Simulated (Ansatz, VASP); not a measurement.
**Mo in VASP and in Ansatz**

```
Mo
1.0
     2.69448    0.00000    0.00000
    -1.34724    2.33349    0.00000
     0.00000    0.00000    2.59351
Mo
1
Direct
  0.00000 0.00000 0.50000
```

Change from the starting cell: strain -0.015 along x and y, +0.015 along z, atoms carried along.

Alike in both runs: task single point; functional PBE; k mesh 21 × 21 × 18; occupations gaussian, width 0.15 eV; no spin polarisation.

|  | VASP | Ansatz |
| --- | --- | --- |
| version | VASP 6.6.1 | Ansatz 0.2.0 |
| potentials or method | VASP PAW PBE potentials, release 64 (Mo_sv) | scalar-relativistic, plane waves, PAW |
| plane-wave cutoff (eV) | 520 | 420 |
| valence electrons in the cell | 14 | 14 |

|  | VASP | Ansatz | Ansatz less VASP |
| --- | --- | --- | --- |
| gap on the k mesh at the Fermi level (eV) | none | none | - |
| pressure (GPa) | 8.2 | 7.6 | -0.55 |
| largest component of the traceless stress (GPa) | 11.66 | 11.69 | +0.031 |

A gap of «none» marks a metal or a gap that the smearing closes.
